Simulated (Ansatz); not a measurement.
Relaxation of a periodic cell of 49 atoms, Si16HO32 (host SiO2, host structure P6_3/mmc, interstitial H), to a largest force component of 0.08 eV/Å in at most 25 steps.

These are results of Ansatz, DFT PBE-D3(BJ), scalar-relativistic, plane waves, PAW, not measurements. Settings: accuracy low, PAW set soft_1, cutoff 420 eV, k mesh 1x1x2, fermi-dirac smearing 0.02 eV, spin collinear.

```xyz
49
Lattice="-5.0520 -8.7503 0.0000 7.5780 -4.3752 0.0000 0.0000 0.0000 8.2700" Properties=species:S:1:pos:R:3
Si 0.000 -5.834 3.621
Si 2.526 -7.292 7.756
Si 0.000 -5.834 0.514
Si 2.526 -7.292 4.649
O 0.000 -5.834 2.067
O 2.526 -7.292 6.202
O -1.263 -6.563 0.000
O 2.526 -8.750 4.135
O 1.263 -6.563 0.000
O -1.263 -6.563 4.135
O 2.526 -8.750 0.000
O 1.263 -6.563 4.135
Si 5.052 -5.834 3.621
Si 0.000 -2.917 7.756
Si 5.052 -5.834 0.514
Si 0.000 -2.917 4.649
O 5.052 -5.834 2.067
O 0.000 -2.917 6.202
O 3.789 -6.563 0.000
O 0.000 -4.375 4.135
O -1.263 -2.188 0.000
O 3.789 -6.563 4.135
O 0.000 -4.375 0.000
O -1.263 -2.188 4.135
Si 2.526 -1.458 3.621
Si 5.052 -2.917 7.756
Si 2.526 -1.458 0.514
Si 5.052 -2.917 4.649
O 2.526 -1.458 2.067
O 5.052 -2.917 6.202
O 1.263 -2.188 0.000
O 5.052 -4.375 4.135
O 3.789 -2.188 0.000
O 1.263 -2.188 4.135
O 5.052 -4.375 0.000
O 3.789 -2.188 4.135
Si 2.526 -10.209 3.621
Si -2.526 -7.292 7.756
Si 2.526 -10.209 0.514
Si -2.526 -7.292 4.649
O 2.526 -10.209 2.067
O -2.526 -7.292 6.202
O 1.263 -10.938 0.000
O -2.526 -8.750 4.135
O -3.789 -6.563 0.000
O 1.263 -10.938 4.135
O -2.526 -8.750 0.000
O -3.789 -6.563 4.135
H -1.328 -5.070 6.272
```

Where does it end, and by what steps?

The run ended unconverged. The force dipped under the threshold on the way, but the program's further checks kept it going. Limits of this set-up: coarse k mesh, a small cell, in which the defect meets its images, a typed lattice constant that wasn't relaxed here, low accuracy level. After 25 steps the energy has fallen by 7.056 eV; H49 moved furthest, 1.31 Å.

```csv
step,energy less start (eV),largest force component (eV/Å),accepted
0,0.0000,0.335,yes
1,-0.0449,0.194,yes
2,-0.0856,0.151,yes
3,-0.1194,0.132,yes
4,-0.1480,0.107,yes
5,-0.1724,0.076,yes
6,-0.1724,0.076,yes
7,-0.1937,0.089,yes
8,-0.2256,0.178,yes
9,-0.2798,0.295,yes
10,-0.3800,0.444,yes
11,-0.5622,0.621,yes
12,-0.8820,0.816,yes
13,-1.4089,0.995,yes
14,-2.1983,1.095,yes
15,-3.2031,1.047,yes
16,-5.2450,0.761,yes
17,-6.2204,0.737,yes
18,-6.3245,0.498,yes
19,-6.4584,0.302,yes
20,-6.5465,0.252,yes
21,-6.6203,0.223,yes
22,-6.6929,0.207,yes
23,-6.8238,0.198,yes
24,-6.9270,0.222,yes
25,-7.0557,0.184,yes
```

```xyz
49
Lattice="-5.0520 -8.7503 0.0000 7.5780 -4.3752 0.0000 0.0000 0.0000 8.2700" Properties=species:S:1:pos:R:3
Si -0.301 -5.853 3.610
Si 2.559 -7.055 7.782
Si -0.112 -6.077 0.499
Si 2.406 -7.013 4.729
O -0.631 -5.781 2.015
O 1.975 -6.810 6.284
O -1.132 -7.036 -0.309
O 2.748 -8.575 4.481
O 1.355 -6.784 0.579
O -1.410 -6.727 4.388
O 3.097 -8.584 -0.323
O 1.180 -6.496 3.800
Si 5.066 -5.654 3.645
Si 0.108 -3.127 7.749
Si 5.201 -5.786 0.500
Si 0.016 -2.887 4.658
O 5.020 -6.095 2.083
O 0.472 -2.757 6.210
O 3.773 -5.997 -0.251
O -0.429 -4.389 4.283
O -1.299 -2.448 -0.107
O 3.760 -6.196 4.421
O -0.035 -4.726 -0.384
O -1.181 -1.839 4.372
Si 2.628 -1.678 3.570
Si 5.377 -2.865 7.718
Si 2.706 -1.858 0.602
Si 5.149 -2.711 4.642
O 3.276 -2.030 2.119
O 5.733 -3.022 6.132
O 1.300 -2.649 0.463
O 5.093 -4.046 3.736
O 3.806 -2.454 -0.432
O 1.266 -2.531 3.701
O 5.688 -4.254 0.241
O 3.652 -2.085 4.769
Si 2.540 -9.938 3.639
Si -2.595 -7.686 7.749
Si 2.752 -9.962 0.483
Si -2.764 -7.565 4.630
O 2.873 -9.672 2.074
O -2.841 -8.035 6.182
O 1.240 -10.449 0.123
O -2.752 -8.847 3.643
O -3.755 -6.708 0.033
O 0.992 -10.388 3.817
O -2.658 -9.048 0.334
O -4.091 -6.719 4.254
H -2.479 -4.442 6.193
```

Time of the run: 4 min on 4 threads of Intel(R) Xeon(R) Platinum 8259CL CPU @ 2.50GHz (Skylake/Cascade Lake) (shared host), peak memory 2.3 GiB.
